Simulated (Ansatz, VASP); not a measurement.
# One calculation of SiC2, two programs

```
Si C
1.0
     0.00000    3.87972    4.26909
     2.46481    0.00000    4.26909
     2.46481    3.87972    0.00000
Si C
2 4
Direct
  0.33333 0.66667 0.66667
  0.66667 0.33333 0.33333
  0.66666 0.00000 0.33334
  0.00000 0.33334 0.00000
  0.00000 0.66666 0.00000
  0.33334 0.00000 0.66666
```

Alike in both runs: task relaxation of cell and atoms; functional PBE; k mesh 4 × 4 × 4; occupations gaussian, width 0.1 eV; no spin polarisation.

|  | VASP | Ansatz |
| --- | --- | --- |
| version | VASP 6.6.1 | Ansatz 0.2.0 |
| potentials or method | VASP PAW PBE potentials, release 64 (Si, C) | scalar-relativistic, plane waves, PAW |
| plane-wave cutoff (eV) | 600 | 420 |
| valence electrons in the cell | 24 | 24 |

```tsv
	VASP	Ansatz	Ansatz less VASP
gap on the k mesh at the Fermi level, each at its own relaxed structure (eV)	none	none	-
relaxed volume (Å³/atom)	11.93	12.12	+0.186
relaxed cell length with the largest relative difference (Å)	4.086	4.127	+0.0409
energy change over the relaxation (meV/atom)	-1442	-1446	-4.6
```

A gap of «none» marks a metal or a gap that the smearing closes.

Caveats: the k mesh is coarse (spacing up to 0.42 Å⁻¹), so the values aren't converged.
